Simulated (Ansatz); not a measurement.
A run of Ansatz 0.2.0 is set up as follows.

File input.yaml:

```yaml
crystal:
  lattice:
    - [2.8672622327, 0.0, 0.0]
    - [-1.4336311163, 2.4831219328, 0.0]
    - [0.0, 0.0, 4.678083]
  atoms:
    - { symbol: Ti, position: [0.0, 0.0, 0.0] }
    - { symbol: Al, position: [0.3333333333, 0.6666666667, 0.5] }
hamiltonian:
  xc: pbesol
  pseudopotentials: { kind: paw }
  dispersion: d3bjatm
kpoints:
  mp_grid: { grid: [11, 11, 6] }
scf:
  occupations: { method: fermi_dirac, width: 0.05 }
output:
  forces: true
  stress: true
  eigenvalues: true
relax:
  f_tol: 0.01
  max_steps: 40
  cell: { stress_tol: 0.05 }
```

Potentials or basis: Ansatz PAW.

The run is started by

```bash
$ ansatz run input.yaml --threads 2 --pin off --max-ram 5632MiB --backend cpu --events-out ev --progress --plain --runs-dir out
```

(1) Predict the relaxed cell.

(2) Estimate the band gap on the k mesh.

(3) What does it give for the relaxed volume?

(4) What does it give for the space group after relaxing (to 0.05 Å)?

## Answers

(1) a = 2.812 Å, b = 2.812 Å, c = 4.575 Å, α = 90.00°, β = 90.00°, γ = 120.00°.

(2) none (metal or under the smearing width).

(3) 15.66 Å³/atom.

(4) P-6m2 (No. 187).

Caveat: pairwise dispersion overbinds metals, which lowers pressure and volume; the PAW data sets come from PBE, with cores solved anew for the run's functional, which leaves a small shift of forces and pressure.
